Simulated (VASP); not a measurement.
**Gap, carriers and strain in SnSe2 (Fm-3m)**

The runs below take SnSe2 at its given cell and follow the band edges through several levels. The cell is generated by rule, not measured, and may not be a known phase.

Calculated with VASP 6.6.1; PBE; plane waves and PAW (Sn_d, Se), in the first sound run; inputs show where later runs differ.

The structure was built from a prototype and need not be the compound's stable phase.

## Step 1: Set-up

Symmetry: Fm-3m, No. 225, cubic system. Conventional cell: a = 7.037 Å, b = 7.037 Å, c = 7.037 Å, α = 90.00°, β = 90.00°, γ = 90.00°. Nearest to Sn lie 8 Se at 3.05 Å. Nearest to Se lie 4 Sn at 3.05 Å. Farther neighbours and most contacts between anions are not listed.

As a file:

```cif
data_structure
_symmetry_space_group_name_H-M 'P 1'
_symmetry_Int_Tables_number 1
_cell_length_a 4.9761
_cell_length_b 4.9761
_cell_length_c 4.9761
_cell_angle_alpha 60.000
_cell_angle_beta 60.000
_cell_angle_gamma 60.000
_cell_volume 87.12
loop_
_atom_site_label
_atom_site_type_symbol
_atom_site_fract_x
_atom_site_fract_y
_atom_site_fract_z
_atom_site_occupancy
Sn1 Sn 0.00000 0.00000 0.00000 1
Se2 Se 0.25000 0.25000 0.25000 1
Se3 Se 0.75000 0.75000 0.75000 1
```

## Step 2: Relaxation of the atoms

The cell is kept as given; the atoms are relaxed first, so that no residual force shifts the band edges.

Input file INCAR:

```
SYSTEM = SnSe2
PREC = Accurate
ENCUT = 400
EDIFF = 1E-06
NELM = 100
ISMEAR = 0
SIGMA = 0.02
LREAL = .FALSE.
ALGO = Normal
GGA = PE
NBANDS = 19
LORBIT = 11
LWAVE = .FALSE.
LCHARG = .FALSE.
KPAR = 4
IBRION = 2
NSW = 40
ISIF = 2
EDIFFG = -0.005
```

Input file POSCAR:

```
SnSe2
1.0
    0.0000000000      3.5186000000      3.5186000000
    3.5186000000      0.0000000000      3.5186000000
    3.5186000000      3.5186000000      0.0000000000
Sn Se
1 2
Direct
    0.0000000000      0.0000000000      0.0000000000
    0.2500000000      0.2500000000      0.2500000000
    0.7500000000      0.7500000000      0.7500000000
```

Input file KPOINTS:

```
Automatic mesh
0
Gamma
8 8 8
0 0 0
```

The projector-augmented-wave data sets are Sn_d and Se (PBE family, release 64).

Run with:

```sh
$ mpirun -np 4 vasp_std
```

What it wrote:

```text
[banner, memory and clock lines left out]
running    4 mpi-ranks, on    1 nodes
 distrk:  each k-point on    1 cores,    4 groups
 distr:  one band on    1 cores,    1 groups

 POSCAR found type information on POSCAR SnSe
 POSCAR found :  2 types and       3 ions
 LDA part: xc-table for (Slater+PW92), standard interpolation
 POSCAR, INCAR and KPOINTS ok, starting setup
 FFT: planning ... GRIDC
 FFT: planning ... GRID_SOFT
 FFT: planning ... GRID
 WAVECAR not read
 entering main loop
       N       E                     dE             d eps       ncg     rms          rms(c)
DAV:   1     0.175739350008E+03    0.17574E+03   -0.10551E+04  1128   0.127E+03
DAV:   2     0.843337570837E+01   -0.16731E+03   -0.16226E+03  1227   0.323E+02
DAV:   3    -0.100273998772E+02   -0.18461E+02   -0.18088E+02  1349   0.104E+02
DAV:   4    -0.106751579309E+02   -0.64776E+00   -0.64539E+00  1233   0.203E+01
DAV:   5    -0.106924326554E+02   -0.17275E-01   -0.17269E-01  1504   0.345E+00    0.334E+00
DAV:   6    -0.105198099095E+02    0.17262E+00   -0.50886E-01  1378   0.534E+00    0.196E+00
DAV:   7    -0.105234727462E+02   -0.36628E-02   -0.45888E-02  1229   0.118E+00    0.957E-01
DAV:   8    -0.105251177801E+02   -0.16450E-02   -0.51376E-03  1207   0.759E-01    0.862E-02
DAV:   9    -0.105253096123E+02   -0.19183E-03   -0.61874E-04  1373   0.232E-01    0.510E-02
DAV:  10    -0.105254781663E+02   -0.16855E-03   -0.23957E-04  1192   0.103E-01    0.938E-03
DAV:  11    -0.105254920167E+02   -0.13850E-04   -0.29593E-05  1280   0.539E-02    0.430E-03
DAV:  12    -0.105254952674E+02   -0.32507E-05   -0.60956E-06  1192   0.125E-02    0.199E-03
DAV:  13    -0.105254956349E+02   -0.36744E-06   -0.74850E-07   995   0.580E-03
   1 F= -.10525496E+02 E0= -.10524775E+02  d E =-.105255E+02
 curvature:   0.00 expect dE= 0.000E+00 dE for cont linesearch  0.000E+00
 trial: gam= 0.00000 g(F)=  0.323E-45 g(S)=  0.000E+00 ort = 0.000E+00 (trialstep = 0.100E+01)
 search vector abs. value=  0.100E-09
 reached required accuracy - stopping structural energy minimisation
```

Elapsed: 4.8 s, on 4 MPI ranks of Intel Xeon 6975P-C (Granite Rapids), shared host; peak memory 0.73 GiB.

Lines that name or quote the potential files are left out of all logs, and their timing lines are given in words.

OUTCAR, selected parts (step 2):

```text
ion  position               nearest neighbor table
   1  0.000  0.000  0.000-   3 3.05   3 3.05   3 3.05   2 3.05   3 3.05   2 3.05   2 3.05   2 3.05

  LATTYP: Found a face centered cubic cell.
 ALAT       =     7.0372000000

 Subroutine GETGRP returns: Found 48 space group operations
 (whereof 48 operations were pure point group operations)

The static configuration has the point symmetry O_h .

 Found     29 irreducible k-points:

   k-points           NKPTS =     29   k-points in BZ     NKDIM =     29   number of bands    NBANDS=     19

   dimension x,y,z NGX =    32 NGY =   32 NGZ =   32
   dimension x,y,z NGXF=    64 NGYF=   64 NGZF=   64

   ENCUT  =  400.0 eV  29.40 Ry    5.42 a.u.   8.11  8.11  8.11*2*pi/ulx,y,z

   NELECT =      26.0000    total number of electrons

 k-points in reciprocal lattice and weights: Automatic mesh
   0.00000000  0.00000000  0.00000000       0.002
   0.12500000  0.00000000  0.00000000       0.016
   0.25000000  0.00000000  0.00000000       0.016
   0.37500000  0.00000000  0.00000000       0.016
   0.50000000  0.00000000  0.00000000       0.008
   0.12500000  0.12500000  0.00000000       0.012
   0.25000000  0.12500000  0.00000000       0.047
   0.37500000  0.12500000  0.00000000       0.047
   0.50000000  0.12500000  0.00000000       0.047
[...]
-0.37500000  0.50000000  0.12500000       0.023
  -0.25000000  0.50000000  0.25000000       0.012

 average (electrostatic) potential at core
       1-103.3864       2 -54.6428       3 -54.6428

 E-fermi :   3.4503

 k-point     1 :       0.0000    0.0000    0.0000
  band No.  band energies     occupation
    ...
     10       1.0165      2.00000
     11       1.0165      2.00000
     12       2.2723      2.00000
     13       2.2723      2.00000
     14       2.2723      2.00000
     15       5.6439      0.00000
     16       5.6439      0.00000
     17       5.6439      0.00000
     18       9.6752      0.00000
     19       9.6752      0.00000

 k-point     2 :       0.1250    0.0000    0.0000
  band No.  band energies     occupation
    ...
     10       0.9614      2.00000
     11       0.9614      2.00000
     12       2.2105      2.00000
     13       2.2105      2.00000
     14       2.9661      2.00000
     15       5.7353      0.00000
     16       5.8146      0.00000
     17       5.8146      0.00000
     18      10.0062      0.00000
     19      10.0062      0.00000

 k-point     3 :       0.2500    0.0000    0.0000
  band No.  band energies     occupation
    ...
      9       0.8308      2.00000
     10       0.8551      2.00000
     11       0.8551      2.00000
     12       2.0319      2.00000
     13       2.0319      2.00000
     14       3.7865      0.00000
     15       6.3277      0.00000
     16       6.3277      0.00000
     17       6.4390      0.00000
     18      10.8272      0.00000
    ...

  Total       -1.3317991     -1.3317991     -1.3317991      0.0000000     -0.0000000      0.0000000
  in kB      -24.4911739    -24.4911739    -24.4911739      0.0000000     -0.0000000      0.0000000
  external PRESSURE =     -24.4911739 kB  Pullay stress =       0.0000000 kB

  energy-cutoff  :      400.00
  volume of cell :       87.12
      direct lattice vectors                 reciprocal lattice vectors
     0.000000000  3.518600000  3.518600000    -0.142101972  0.142101972  0.142101972
     3.518600000  0.000000000  3.518600000     0.142101972 -0.142101972  0.142101972
     3.518600000  3.518600000  0.000000000     0.142101972  0.142101972 -0.142101972

 POSITION                                       TOTAL-FORCE (eV/Angst)
 -----------------------------------------------------------------------------------
      0.00000      0.00000      0.00000         0.000000     -0.000000     -0.000000
      1.75930      1.75930      1.75930        -0.000000     -0.000000     -0.000000
      5.27790      5.27790      5.27790         0.000000      0.000000      0.000000
 -----------------------------------------------------------------------------------
    total drift:                                0.000000     -0.000000      0.000000

  FREE ENERGIE OF THE ION-ELECTRON SYSTEM (eV)
  ---------------------------------------------------
  free  energy   TOTEN  =       -10.5254956349 eV

  energy  without entropy=      -10.5240535364  energy(sigma->0) =      -10.52477459

 reached required accuracy - stopping structural energy minimisation

 total charge
# of ion       s       p       d       tot
------------------------------------------
    1        1.307   0.679  10.003  11.988
    2        1.501   2.176   0.020   3.697
    3        1.501   2.176   0.020   3.697
--------------------------------------------------
tot          4.308   5.032  10.042  19.382

[... 3 further parts left out ...]
```

The run keeps the 48 symmetry operations of its start, so it cannot find a distortion of lower symmetry.

The forces vanish from the start, and no atom moves.

Numbers from this step:

```
SCF cycles              : 13
electrons               : 26
bands                   : 19
irreducible k-points    : 29
symmetry operations     : 48
free energy (TOTEN)     : -10.53 eV
energy at zero smearing : -10.52 eV
Fermi energy            : 3.450 eV
pressure                : -2.449 GPa
metallic                : yes
```

## Step 3: Bands on a dense mesh

A dense even mesh and a path are solved together, since either alone can miss a band edge.

INCAR: that of step 2 with these lines changed.

```diff
@@ -10,3 +10,3 @@
 GGA = PE
-NBANDS = 19
+NBANDS = 26
 LORBIT = 11
@@ -15,5 +15,2 @@
 KPAR = 4
-IBRION = 2
-NSW = 40
 ISIF = 2
-EDIFFG = -0.005
```

POSCAR is that of step 2.

Input file KPOINTS:

```
Automatic mesh
0
Gamma
10 10 10
0 0 0
```

Input file KPOINTS_OPT:

```
Line mode
24
Line-mode
Reciprocal
  0.00000000   0.00000000   0.00000000 GAMMA
  0.50000000   0.00000000   0.50000000 X

  0.50000000   0.00000000   0.50000000 X
  0.50000000   0.25000000   0.75000000 W

  0.50000000   0.25000000   0.75000000 W
  0.37500000   0.37500000   0.75000000 K

  0.37500000   0.37500000   0.75000000 K
  0.00000000   0.00000000   0.00000000 GAMMA

  0.00000000   0.00000000   0.00000000 GAMMA
  0.50000000   0.50000000   0.50000000 L

  0.50000000   0.50000000   0.50000000 L
  0.62500000   0.25000000   0.62500000 U

  0.62500000   0.25000000   0.62500000 U
  0.50000000   0.25000000   0.75000000 W

  0.50000000   0.25000000   0.75000000 W
  0.50000000   0.50000000   0.50000000 L

  0.50000000   0.50000000   0.50000000 L
  0.37500000   0.37500000   0.75000000 K

  0.62500000   0.25000000   0.62500000 U
  0.50000000   0.00000000   0.50000000 X
```

Run with:

```sh
$ mpirun -np 4 vasp_std
```

What it wrote:

```text
[... set-up lines as in an earlier step ...]
 entering main loop
       N       E                     dE             d eps       ncg     rms          rms(c)
DAV:   1     0.180594815180E+03    0.18059E+03   -0.99498E+03  2538   0.908E+02
DAV:   2     0.111141161894E+02   -0.16948E+03   -0.15963E+03  2628   0.283E+02
DAV:   3    -0.999953189860E+01   -0.21114E+02   -0.20759E+02  3034   0.859E+01
DAV:   4    -0.106767842116E+02   -0.67725E+00   -0.67543E+00  2856   0.166E+01
DAV:   5    -0.106930611242E+02   -0.16277E-01   -0.16275E-01  3454   0.261E+00    0.331E+00
DAV:   6    -0.105255374101E+02    0.16752E+00   -0.40087E-01  3282   0.378E+00    0.196E+00
DAV:   7    -0.105261849818E+02   -0.64757E-03   -0.54723E-02  3010   0.935E-01    0.919E-01
DAV:   8    -0.105277350874E+02   -0.15501E-02   -0.46816E-03  2678   0.520E-01    0.796E-02
DAV:   9    -0.105279541323E+02   -0.21904E-03   -0.34787E-04  2854   0.138E-01    0.510E-02
DAV:  10    -0.105281365122E+02   -0.18238E-03   -0.22348E-04  2600   0.720E-02    0.781E-03
DAV:  11    -0.105281453297E+02   -0.88174E-05   -0.18645E-05  2838   0.381E-02    0.387E-03
DAV:  12    -0.105281493972E+02   -0.40675E-05   -0.59194E-06  2602   0.927E-03    0.247E-03
DAV:  13    -0.105281497975E+02   -0.40029E-06   -0.67525E-07  2284   0.372E-03
   1 F= -.10528150E+02 E0= -.10527862E+02  d E =-.574610E-03
 Start KPOINTS_OPT (optional k-point list driver)
k-point batch [1-47\240]
       N       E                     dE             ncg
DAV:   1    -0.420865561433E+03   -0.24446E+05     2562
DAV:   2    -0.846247571065E+04   -0.80416E+04     2638
DAV:   3    -0.946718739937E+04   -0.10047E+04     3026
DAV:   4    -0.950009646719E+04   -0.32909E+02     2796
DAV:   5    -0.950088694928E+04   -0.79048E+00     3318
DAV:   6    -0.950090924559E+04   -0.22296E-01     3002
DAV:   7    -0.950091027503E+04   -0.10294E-02     3594
DAV:   8    -0.950091027998E+04   -0.49501E-05     2364
DAV:   9    -0.950091028021E+04   -0.23372E-06     1884
[...]
k-point batch [236-240\240]
       N       E                     dE             ncg
DAV:   1     0.266703150685E+05   -0.35230E+04      276
DAV:   2     0.258613756703E+05   -0.80894E+03      284
DAV:   3     0.257605122234E+05   -0.10086E+03      326
DAV:   4     0.257571514923E+05   -0.33607E+01      286
DAV:   5     0.257570700525E+05   -0.81440E-01      326
DAV:   6     0.257570670642E+05   -0.29883E-02      298
DAV:   7     0.257570670019E+05   -0.62263E-04      358
DAV:   8     0.257570670013E+05   -0.61458E-06      244
```

It took 21 s on 4 MPI ranks; peak memory 0.97 GiB; 82 s of CPU time.

OUTCAR, selected parts (step 3):

```text
The static configuration has the point symmetry O_h .

 Found     47 irreducible k-points:

   k-points           NKPTS =     47   k-points in BZ     NKDIM =     47   number of bands    NBANDS=     26

   NELECT =      26.0000    total number of electrons

 E-fermi :   3.4994

 k-point     1 :       0.0000    0.0000    0.0000
  band No.  band energies     occupation
    ...
     10       1.0320      2.00000
     11       1.0320      2.00000
     12       2.2797      2.00000
     13       2.2797      2.00000
     14       2.2797      2.00000
     15       5.6441      0.00000
     16       5.6441      0.00000
     17       5.6441      0.00000
     18       9.6799      0.00000
     19       9.6799      0.00000
    ...

 k-point     2 :       0.1000    0.0000    0.0000
  band No.  band energies     occupation
    ...
     10       0.9943      2.00000
     11       0.9943      2.00000
     12       2.2417      2.00000
     13       2.2417      2.00000
     14       2.7761      2.00000
     15       5.6902      0.00000
     16       5.7520      0.00000
     17       5.7520      0.00000
     18       9.8955      0.00000
     19       9.8955      0.00000
    ...

  Total       -1.4471254     -1.4471254     -1.4471254      0.0000000     -0.0000000     -0.0000000
  in kB      -26.6119728    -26.6119728    -26.6119728      0.0000000     -0.0000000     -0.0000000
  external PRESSURE =     -26.6119728 kB  Pullay stress =       0.0000000 kB

 POSITION                                       TOTAL-FORCE (eV/Angst)
 -----------------------------------------------------------------------------------
      0.00000      0.00000      0.00000         0.000000     -0.000000      0.000000
      1.75930      1.75930      1.75930        -0.000000     -0.000000     -0.000000
      5.27790      5.27790      5.27790         0.000000      0.000000      0.000000
 -----------------------------------------------------------------------------------
    total drift:                                0.000000     -0.000000      0.000000

  FREE ENERGIE OF THE ION-ELECTRON SYSTEM (eV)
  ---------------------------------------------------
  free  energy   TOTEN  =       -10.5281497975 eV

  energy  without entropy=      -10.5275751872  energy(sigma->0) =      -10.52786249

 total charge
# of ion       s       p       d       tot
------------------------------------------
    1        1.291   0.683  10.004  11.977
    2        1.500   2.181   0.020   3.701
    3        1.500   2.181   0.020   3.701
--------------------------------------------------
tot          4.291   5.044  10.043  19.379

[... 6 parts as in an earlier step ...]

[... 6 further parts left out ...]
```

Numbers from this step:

```
bands                   : 26
irreducible k-points    : 47
energy at zero smearing : -10.53 eV
Fermi energy            : 3.499 eV
pressure                : -2.661 GPa
```

The electronic bands at the labelled points (eV, zero at the Fermi level; # counts the bands kept, so #1 is VASP's band 8):

```
          point     #3     #4     #5     #6     #7    #8    #9   #10
              Γ  -2.47  -2.47  -1.22  -1.22  -1.22  2.14  2.14  2.14
0.52 of the way  -3.51  -1.07  -0.86  -0.37  -0.37  1.75  3.75  3.75
              X  -4.04  -1.08   0.18   0.18   0.62  2.39  5.06  5.06
0.52 of the way  -3.58  -0.98  -0.69   0.24   0.54  3.29  4.20  4.81
              W  -2.46  -2.46  -0.32   0.36   0.42  3.59  4.21  4.21
0.48 of the way  -3.15  -1.73  -0.35   0.08   0.45  3.79  3.95  4.46
              K  -3.74  -1.13  -0.39  -0.39   0.47  3.90  4.11  4.43
0.48 of the way  -2.67  -2.42  -1.81  -0.26   0.11  2.81  3.10  3.93
              Γ  -2.47  -2.47  -1.22  -1.22  -1.22  2.14  2.14  2.14
0.48 of the way  -2.62  -2.62  -1.44  -1.44   0.25  2.77  2.77  2.84
              L  -2.73  -2.59  -1.74  -1.74   0.83  3.92  3.92  5.03
0.52 of the way  -3.28  -2.08  -1.06  -0.45   0.33  4.01  4.02  4.61
              U  -3.74  -1.13  -0.39  -0.39   0.47  3.90  4.11  4.43
0.52 of the way  -3.15  -1.73  -0.35   0.08   0.45  3.79  3.95  4.46
              W  -2.46  -2.46  -0.32   0.36   0.42  3.59  4.21  4.21
0.52 of the way  -2.67  -2.58  -0.76  -0.46   0.29  3.87  4.13  4.58
              L  -2.73  -2.59  -1.74  -1.74   0.83  3.92  3.92  5.03
0.52 of the way  -3.28  -2.08  -1.06  -0.45   0.33  4.01  4.02  4.61
              K  -3.74  -1.13  -0.39  -0.39   0.47  3.90  4.11  4.43
      jump to U  -3.74  -1.13  -0.39  -0.39   0.47  3.90  4.11  4.43
0.52 of the way  -3.97  -0.89  -0.27   0.03   0.58  2.91  4.67  4.90
              X  -4.04  -1.08   0.18   0.18   0.62  2.39  5.06  5.06
```

Of the projections kept (Sn, Se), the largest for each band there; the rest of the weight can lie on other orbitals:

```
point       #3       #4       #5       #6       #7       #8       #9      #10
    Γ  Se 0.95  Se 0.95  Se 0.70  Se 0.70  Se 0.70  Sn 0.52  Sn 0.52  Sn 0.52
    X  Se 0.75  Se 0.55  Se 0.97  Se 0.97  Se 1.00  Sn 0.75  Sn 0.68  Sn 0.68
    W  Se 0.80  Se 0.80  Se 0.60  Se 0.97  Se 1.00  Sn 0.81  Sn 0.62  Sn 0.62
    K  Se 0.75  Se 0.81  Se 0.97  Se 0.60  Se 0.99  Sn 0.55  Sn 0.73  Sn 0.69
    Γ  Se 0.95  Se 0.95  Se 0.70  Se 0.70  Se 0.70  Sn 0.52  Sn 0.52  Sn 0.52
    L  Se 0.73  Se 0.84  Se 0.95  Se 0.95  Se 0.71  Sn 0.60  Sn 0.60  Sn 0.60
```

At -2.7 GPa the cell is away from the equilibrium volume of this level: left free, it would shrink.

(Part 1 of 3 ends here.)

[Lines on the potential files, build, host, timing and source positions are cut from VASP's logs without a mark.]

[Logs are printed without paths, hosts, clocks, repeated set-up lines and the standing remarks that a program may print on its own settings, such as how far it seeks lower states.]

[Hosts, paths, dates, database ids (printed as entryN), source tags and the programs' standing remarks are cut or masked in the printed files.]

[In band tables of VASP the shares of atoms and orbitals are scaled to a sum of 1 inside the atoms' spheres.]

[Gaps and slopes under strain along one axis are those of the sampled path and mesh points; where strain splits equal valleys, another of them can be the edge.]
